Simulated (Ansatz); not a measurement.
**NbP in Ansatz: the effect of functional**

The system is NbP.

```
CELL_PARAMETERS angstrom
-1.65229 1.65229 5.66253
1.65229 -1.65229 5.66253
1.65229 1.65229 -5.66253
ATOMIC_POSITIONS crystal
Nb 0.24988 0.74988 0.50000
Nb 0.49988 0.49988 0.00000
P 0.83275 0.33275 0.50000
P 0.08275 0.08275 0.00000
```

The cell is a database's computed one.

The cell isn't the ideal one: volume scaled by 0.96.

Alike in all runs:

```yaml
Program: Ansatz 0.2.0
Task: single point
Potentials_or_basis: Ansatz PAW
k_mesh: 11 × 11 × 11
Occupations: fermi-dirac, width 0.05 eV
Spin: no spin polarisation
```

```tsv
functional	cutoff	pressure (GPa)	largest force (eV/Å)
LDA	420 eV (not typed: the program's choice for these potentials)	?	?
r2SCAN	500 eV (not typed: the program's choice for these potentials)	6.8	0.01
PBE	420 eV (not typed: the program's choice for these potentials)	7.2	0.03
```

What does the run with functional LDA give?

Pressure -1.7 GPa; largest force 0.03 eV/Å.

Caveats: the PAW data sets come from PBE, with cores solved anew for the run's functional, which leaves a small shift of forces and pressure (some runs).
